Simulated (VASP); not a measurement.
## BaO (strained rocksalt): a PBE single-point calculation in VASP

INCAR

```
NELM = 120
SIGMA = 0.02
IBRION = -1
ISIF = 2
ENCUT = 520
NBANDS = 15
ISMEAR = -1
EDIFF = 1E-7
LWAVE = .FALSE.
NSW = 0
PREC = Accurate
LREAL = .FALSE.
GGA = PE
LCHARG = .FALSE.
LASPH = .TRUE.
```

KPOINTS

```
KPOINTS created by Atomic Simulation Environment
0
Gamma
8 8 8
0 0 0
```

KPOINTS_OPT

```
special points
7
Reciprocal
0.0000000000 0.0000000000 0.0000000000 1
0.5000000000 0.0000000000 0.5000000000 1
0.6250000000 0.2500000000 0.6250000000 1
0.3750000000 0.3750000000 0.7500000000 1
0.5000000000 0.5000000000 0.5000000000 1
0.5000000000 0.2500000000 0.7500000000 1
0.0000000000 0.5000000000 0.5000000000 1
```

POSCAR

```
Ba O
 1.0000000000000000
     0.0000000000000000    2.7442232547000001    2.7442232547000001
     2.7442232547000001    0.0000000000000000    2.7442232547000001
     2.7442232547000001    2.7442232547000001    0.0000000000000000
 Ba  O
   1   1
Cartesian
  0.0000000000000000  0.0000000000000000  0.0000000000000000
  2.7442232547000001  2.7442232547000001  2.7442232547000001
```

VASP ran with the recommended PBE PAW datasets (16 valence electrons in the cell).

Command

```
mpirun -np 1 vasp_std
```

OSZICAR

```
N       E                     dE             d eps       ncg     rms          rms(c)
DAV:   1     0.788763703849E+02    0.78876E+02   -0.78545E+03   870   0.995E+02
DAV:   2    -0.104320997730E+02   -0.89308E+02   -0.79722E+02  1230   0.204E+02
DAV:   3    -0.143541756218E+02   -0.39221E+01   -0.38936E+01  1099   0.422E+01
DAV:   4    -0.143931438783E+02   -0.38968E-01   -0.38963E-01  1046   0.426E+00
DAV:   5    -0.143938858676E+02   -0.74199E-03   -0.74198E-03  1081   0.490E-01    0.970E+00
DAV:   6    -0.120019996203E+02    0.23919E+01   -0.86370E+00   912   0.223E+01    0.631E+00
DAV:   7    -0.117844526431E+02    0.21755E+00   -0.60557E-01  1011   0.617E+00    0.232E+00
DAV:   8    -0.117602767262E+02    0.24176E-01   -0.97473E-02  1045   0.316E+00    0.527E-01
DAV:   9    -0.117604621494E+02   -0.18542E-03   -0.90272E-03  1038   0.898E-01    0.160E-01
DAV:  10    -0.117616511225E+02   -0.11890E-02   -0.24745E-03   926   0.391E-01    0.474E-02
DAV:  11    -0.117616289700E+02    0.22153E-04   -0.16217E-04  1080   0.111E-01    0.241E-02
DAV:  12    -0.117616363270E+02   -0.73571E-05   -0.22314E-05   954   0.419E-02    0.387E-03
DAV:  13    -0.117616359405E+02    0.38654E-06   -0.12814E-06  1108   0.101E-02    0.159E-03
DAV:  14    -0.117616361316E+02   -0.19112E-06   -0.52674E-07   954   0.609E-03    0.102E-03
DAV:  15    -0.117616361172E+02    0.14408E-07   -0.55505E-08   576   0.185E-03
   1 F= -.11761636E+02 E0= -.11761636E+02  d E =-.216110E-12
       N       E                     dE             ncg
DAV:   1     0.314983060327E+03   -0.36933E+04      210
DAV:   2    -0.246758120895E+03   -0.56174E+03      252
DAV:   3    -0.270380927939E+03   -0.23623E+02      290
DAV:   4    -0.270713920225E+03   -0.33299E+00      267
DAV:   5    -0.270718238404E+03   -0.43182E-02      267
DAV:   6    -0.270718294739E+03   -0.56335E-04      231
DAV:   7    -0.270718295816E+03   -0.10771E-05      272
DAV:   8    -0.270718295840E+03   -0.23565E-07      183
```

From OUTCAR

```
k-points           NKPTS =     29   k-points in BZ     NKDIM =     29   number of bands    NBANDS=     15

   NELECT =      16.0000    total number of electrons

   dimension x,y,z NGX =    30 NGY =   30 NGZ =   30
   dimension x,y,z NGXF=    60 NGYF=   60 NGZF=   60

  energy-cutoff  :      520.00
  volume of cell :       41.33
      direct lattice vectors                 reciprocal lattice vectors
     0.000000000  2.744223255  2.744223255    -0.182200919  0.182200919  0.182200919
     2.744223255  0.000000000  2.744223255     0.182200919 -0.182200919  0.182200919
     2.744223255  2.744223255  0.000000000     0.182200919  0.182200919 -0.182200919

 k-points in reciprocal lattice and weights: KPOINTS created by Atomic Simulation Env
   0.00000000  0.00000000  0.00000000       0.002
   0.12500000  0.00000000  0.00000000       0.016
   0.25000000  0.00000000  0.00000000       0.016
   0.37500000  0.00000000  0.00000000       0.016
   0.50000000  0.00000000  0.00000000       0.008
   0.12500000  0.12500000  0.00000000       0.012
   0.25000000  0.12500000  0.00000000       0.047
   0.37500000  0.12500000  0.00000000       0.047
   ...

 E-fermi :   2.5588

 k-point     1 :       0.0000    0.0000    0.0000
  band No.  band energies     occupation
      1     -23.8472      2.00000
      2     -13.0274      2.00000
      3      -8.3018      2.00000
      4      -8.3018      2.00000
      5      -8.3018      2.00000
      6       1.6587      2.00000
      7       1.6587      2.00000
      8       1.6587      2.00000
      9       5.7353      0.00000
     10       6.7364      0.00000
     11       6.7364      0.00000
     12       6.7364      0.00000
     13       9.0727      0.00000
     14       9.0727      0.00000
     15      12.0635      0.00000

 k-point     2 :       0.1250    0.0000    0.0000
  band No.  band energies     occupation
      1     -23.8067      2.00000
      2     -13.1438      2.00000
      3      -8.3392      2.00000
      4      -8.3210      2.00000
      5      -8.3210      2.00000
      6       1.3175      2.00000
      7       1.4479      2.00000
      8       1.4479      2.00000
      9       6.3628      0.00000
     10       6.6394      0.00000
     11       7.0354      0.00000
     12       7.0354      0.00000
     13       9.4903      0.00000
     14       9.4903      0.00000
     15      13.0476      0.00000

 k-point     3 :       0.2500    0.0000    0.0000
  band No.  band energies     occupation
      1     -23.7063      2.00000
      2     -13.4260      2.00000
      3      -8.4228      2.00000
      4      -8.3663      2.00000
      5      -8.3663      2.00000
      6       0.6754      2.00000
      7       1.0003      2.00000
      8       1.0003      2.00000
      9       6.5277      0.00000
     10       7.8452      0.00000
     11       7.8452      0.00000
     12       8.0082      0.00000
     13      10.5224      0.00000
     14      10.5224      0.00000
     15      15.1810      0.00000

 k-point     4 :       0.3750    0.0000    0.0000
  band No.  band energies     occupation
      1     -23.6018      2.00000
      2     -13.7096      2.00000
      3      -8.4977      2.00000
      4      -8.4100      2.00000
      5      -8.4100      2.00000
      6       0.1581      2.00000
      7       0.6144      2.00000
      8       0.6144      2.00000
      9       6.8193      0.00000
     10       8.8291      0.00000
     11       8.8291      0.00000
     12       9.6612      0.00000
     13      11.8176      0.00000
     14      11.8176      0.00000
     15      16.1559      0.00000

 k-point     5 :       0.5000    0.0000    0.0000
  band No.  band energies     occupation
      1     -23.5573      2.00000
      2     -13.8274      2.00000
      3      -8.5264      2.00000
      4      -8.4276      2.00000
      5      -8.4276      2.00000
      6      -0.0346      2.00000
      7       0.4680      2.00000
      8       0.4680      2.00000
      9       7.0259      0.00000
     10       9.3058      0.00000
     11       9.3058      0.00000
     12      10.4087      0.00000
     13      12.7698      0.00000
     14      12.7698      0.00000
     15      15.6577      0.00000

 k-point     6 :       0.1250    0.1250    0.0000
  band No.  band energies     occupation
      1     -23.7936      2.00000
      2     -13.1629      2.00000
      3      -8.3999      2.00000
      4      -8.3999      2.00000
      5      -8.2615      2.00000
      6       0.9551      2.00000
      7       1.6366      2.00000
      8       1.6366      2.00000
      9       6.0652      0.00000
     10       6.4208      0.00000
     11       7.3925      0.00000
     12       7.3925      0.00000
     13       9.2947      0.00000
     14       9.9108      0.00000
     15      13.3242      0.00000

 k-point     7 :       0.2500    0.1250    0.0000
  band No.  band energies     occupation
      1     -23.7140      2.00000
      2     -13.3460      2.00000
      3      -8.4992      2.00000
      4      -8.4864      2.00000
      5      -8.3465      2.00000
      6       0.5859      2.00000
      7       1.3610      2.00000
      8       1.4378      2.00000
      9       5.8194      0.00000
     10       7.2980      0.00000
     11       8.1710      0.00000
     12       8.2109      0.00000
     13       9.9338      0.00000
     14      10.7531      0.00000
     15      15.0557      0.00000

 k-point     8 :       0.3750    0.1250    0.0000
  band No.  band energies     occupation
      1     -23.6113      2.00000
      2     -13.5903      2.00000
      3      -8.5786      2.00000
      4      -8.5306      2.00000
      5      -8.5150      2.00000
      6       0.4136      2.00000
      7       0.8589      2.00000
      8       1.0282      2.00000
      9       6.2007      0.00000
     10       8.1635      0.00000
     11       9.1197      0.00000
     12       9.4680      0.00000
     13      11.2669      0.00000
     14      11.7049      0.00000
     15      16.3472      0.00000

 k-point     9 :       0.5000    0.1250    0.0000
  band No.  band energies     occupation
      1     -23.5464      2.00000
      2     -13.7486      2.00000
      3      -8.7024      2.00000
      4      -8.5609      2.00000
      5      -8.5084      2.00000
      6       0.2815      2.00000
      7       0.6735      2.00000
      8       0.6874      2.00000
      9       6.8727      0.00000
     10       8.4060      0.00000
     11       9.5373      0.00000
     12      10.5381      0.00000
     13      12.5357      0.00000
     14      12.8315      0.00000
     15      15.2819      0.00000

 k-point    10 :      -0.3750    0.1250    0.0000
  band No.  band energies     occupation
      1     -23.5609      2.00000
      2     -13.7238      2.00000
      3      -8.7674      2.00000
      4      -8.4992      2.00000
      5      -8.4321      2.00000
      6       0.1967      2.00000
      7       0.5353      2.00000
      8       0.9703      2.00000
      9       6.9320      0.00000
     10       8.4414      0.00000
     11       9.0341      0.00000
     12      10.1837      0.00000
     13      12.1582      0.00000
     14      12.9600      0.00000
     15      15.0798      0.00000

 k-point    11 :      -0.2500    0.1250    0.0000
  band No.  band energies     occupation
      1     -23.6451      2.00000
      2     -13.5342      2.00000
      3      -8.6916      2.00000
      4      -8.4073      2.00000
      5      -8.3446      2.00000
      6       0.3912      2.00000
      7       0.6689      2.00000
      8       1.3728      2.00000
      9       6.4790      0.00000
     10       8.0245      0.00000
     11       8.0305      0.00000
     12       9.0710      0.00000
     13      11.2774      0.00000
     14      11.2867      0.00000
     15      16.2086      0.00000

 k-point    12 :      -0.1250    0.1250    0.0000
  band No.  band energies     occupation
      1     -23.7465      2.00000
      2     -13.2958      2.00000
      3      -8.5088      2.00000
      4      -8.3379      2.00000
      5      -8.2978      2.00000
      6       0.8270      2.00000
      7       1.0301      2.00000
      8       1.6020      2.00000
      9       6.3438      0.00000
     10       7.0485      0.00000
     11       7.2621      0.00000
     12       8.0128      0.00000
     13       9.9278      0.00000
     14      10.2944      0.00000
     15      14.3827      0.00000

 k-point    13 :       0.2500    0.2500    0.0000
  band No.  band energies     occupation
      1     -23.6640      2.00000
      2     -13.3469      2.00000
      3      -8.6282      2.00000
      4      -8.6282      2.00000
      5      -8.5921      2.00000
      6       0.6260      2.00000
      7       1.6741      2.00000
      8       1.6741      2.00000
      9       4.9824      0.00000
     10       7.4279      0.00000
     11       9.0417      0.00000
     12       9.0417      0.00000
     13       9.9060      0.00000
     14      11.0924      0.00000
     15      16.1582      0.00000

 ...

  Total        1.4073702      1.4073702      1.4073702     -0.0000000      0.0000000      0.0000000
  in kB       54.5545032     54.5545032     54.5545032     -0.0000000      0.0000000      0.0000000
  external PRESSURE =      54.5545032 kB  Pullay stress =       0.0000000 kB

 POSITION                                       TOTAL-FORCE (eV/Angst)
 -----------------------------------------------------------------------------------
      0.00000      0.00000      0.00000         0.000000     -0.000000     -0.000000
      2.74422      2.74422      2.74422        -0.000000      0.000000      0.000000
 -----------------------------------------------------------------------------------
    total drift:                                0.000000      0.000000      0.000000

  FREE ENERGIE OF THE ION-ELECTRON SYSTEM (eV)
  ---------------------------------------------------
  free  energy   TOTEN  =       -11.7616361172 eV

  energy  without entropy=      -11.7616361172  energy(sigma->0) =      -11.76163612
```

```yaml
gap_between_bands_v_and_c: 1.88 eV
least_direct_gap: 1.88 eV
pressure: 5.5 GPa
```

Band v is the last that the valence electrons fill when counted band by band, and c is the next.

The run took about 22 s on one core of a shared host (Intel Xeon Platinum 8488C) and held 0.19 GiB at most.
